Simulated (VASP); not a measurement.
A run of VASP 6.6.1 is set up as follows.

INCAR

```
PREC     = Accurate       # precision mode
ENCUT    = 600            # plane-wave cutoff, eV
EDIFF    = 1E-6           # SCF threshold, eV
ISMEAR   = -1             # smearing method
SIGMA    = 0.1            # smearing width, eV
LREAL    = False          # projectors in reciprocal space
LASPH    = True           # aspherical terms in the spheres
NELM     = 60             # most SCF steps
ALGO     = Normal         # electronic algorithm
ISIF     = 3              # what is computed and relaxed
LWAVE    = False          # write WAVECAR
LCHARG   = False          # write CHGCAR
GGA      = CA             # functional
IBRION   = 2              # ionic algorithm
NSW      = 80             # ionic steps
EDIFFG   = -0.01          # ionic threshold
```

File KPOINTS:

```
regular mesh
0
Gamma
  9 9 9
```

File POSCAR:

```
Sr
1.0
   -2.4147147952      2.4147147952      2.4147147952
    2.4147147952     -2.4147147952      2.4147147952
    2.4147147952      2.4147147952     -2.4147147952
Sr
1
Direct
    0.0000000000      0.0000000000      0.0000000000
```

Potentials or basis: VASP PAW LDA potentials, release 64 (Sr_sv).

Run with:

```console
$ cat potpaw_LDA.64/Sr_sv/POTCAR > POTCAR
$ mpirun -np 1 vasp_std > vasp.out
```

Question: Predict the relaxed cell.

Answer: a = 3.960 Å, b = 3.960 Å, c = 3.960 Å, α = 109.47°, β = 109.47°, γ = 109.47°.

Question: What does it give for the relaxed volume?

Answer: 47.80 Å³/atom.

Question: Predict the space group after relaxing (to 0.05 Å).

Answer: Im-3m (No. 229).

Question: What does it give for the band gap on the k mesh?

Answer: None (metal or under the smearing width).

Final structure:
```xyz
1
Lattice="-2.2862 2.2862 2.2862 2.2862 -2.2862 2.2862 2.2862 2.2862 -2.2862" Properties=species:S:1:pos:R:3 pbc="T T T"
Sr    0.0000    0.0000    0.0000
```

Caveat: the volume moved by over 15 % at a fixed basis, so the end points are rough.
